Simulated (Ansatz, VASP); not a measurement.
**Ta in VASP and in Ansatz**

INCAR

```
SYSTEM = Ta
PREC     = Accurate       ! precision mode
ENCUT    = 520            ! plane-wave cutoff, eV
EDIFF    = 1E-6           ! SCF threshold, eV
ISMEAR   = -1             ! smearing method
SIGMA    = 0.05           ! smearing width, eV
LREAL    = .FALSE.        ! projectors in reciprocal space
LASPH    = .TRUE.         ! aspherical terms in the spheres
NELM     = 100            ! most SCF steps
ALGO     = Normal         ! electronic algorithm
ISIF     = 2              ! what is computed and relaxed
LWAVE    = .FALSE.        ! write WAVECAR
LCHARG   = .FALSE.        ! write CHGCAR
GGA      = CA             ! functional
NBANDS   = 18             ! bands
```

KPOINTS

```
Automatic mesh
0
G
  11 11 6
  0 0 0
```

Contents of POSCAR:

```
Ta
1.0
    2.9003720726      0.0000000000      0.0000000000
   -1.4501860363      2.5117958953      0.0000000000
    0.0000000000      0.0000000000      5.1662740000
Ta
2
Direct
    0.6666666667      0.3333333333      0.7500000000
    0.3333333333      0.6666666667      0.2500000000
```

Input for Ansatz:

```yaml
crystal:
  lattice:
    - [2.9003720726, 0.0, 0.0]
    - [-1.4501860363, 2.5117958953, 0.0]
    - [0.0, 0.0, 5.166274]
  atoms:
    - { symbol: Ta, position: [0.6666666667, 0.3333333333, 0.75] }
    - { symbol: Ta, position: [0.3333333333, 0.6666666667, 0.25] }
kpoints:
  mp_grid: { grid: [11, 11, 6] }
scf:
  occupations: { method: fermi_dirac, width: 0.05 }
  lower_state_search: "off"
hamiltonian:
  xc: lda
  pseudopotentials: { kind: paw }
output:
  forces: true
  stress: true
  eigenvalues: true
  populations: true
  dos: { projected: true, de: 0.1, e_range: [-8, 5] }
```

Alike in both runs: task single point; functional LDA; k mesh 11 × 11 × 6; occupations fermi-dirac, width 0.05 eV; no spin polarisation.

|  | VASP | Ansatz |
| --- | --- | --- |
| version | VASP 6.6.1 | Ansatz 0.2.0 |
| potentials or method | VASP PAW LDA potentials, release 64 (Ta_pv) | PAW with Ansatz's default frozen-core files, scalar-relativistic |
| plane-wave cutoff (eV) | 520 | 420 |
| valence electrons in the cell | 22 | 26 |

Ansatz gave:

- pressure (GPa): -11.8
- largest component of the traceless stress (GPa): 1.21

Q: What did VASP give for the same quantities?

A: Pressure (GPa): -11.2; largest component of the traceless stress (GPa): 1.20.

The two sets of potentials don't hold the same shells in valence.

Spin-orbit coupling is left out, which matters for the levels of Ta.
